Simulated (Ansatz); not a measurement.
Crystal: I.

```
I
1.0
     0.00000    2.36560    3.90984
     2.19225    0.00000    3.90984
     2.19225    2.36560    0.00000
I
1
Direct
  0.00000 0.00000 0.00000
```

```yaml
Program: Ansatz 0.2.0
Task: relaxation of cell and atoms
Functional: BLYP
Dispersion: D4
Potentials_or_basis: all-electron LAPW, scalar-relativistic
Basis_error_allowed: 0.001 eV/atom
k_mesh: 9 × 9 × 9
Occupations: fermi-dirac, width 0.05 eV
Spin: no spin polarisation
```

At the start: volume 40.55 Å³/atom.

Q: How do energy, volume and symmetry change on relaxing?

A: Over 8 steps the energy falls by 17.0 meV/atom and the volume is 38.42 Å³/atom (-5.2 %); space group I4/mmm (No. 139, to 0.05 Å).

The path:
```
step  energy change (eV)  largest force (eV/Å)  volume (Å³)
   1              0.0000                0.0000        40.55
   2             -0.0107                0.0000        39.91
   3             -0.0152                0.0000        38.18
   4             -0.0165                0.0000        38.31
   5             -0.0168                0.0000        38.41
   6             -0.0169                0.0000        38.41
   7             -0.0169                0.0000        38.42
   8             -0.0170                0.0000        38.42
```

Final structure:
```yaml
crystal:
  lattice:
    - [0.00000, 2.30051, 3.63715]
    - [2.29610, 0.00000, 3.63715]
    - [2.29610, 2.30051, 0.00000]
  atoms:
    - { symbol: I, position: [0.00000, 0.00000, 0.00000] }
```
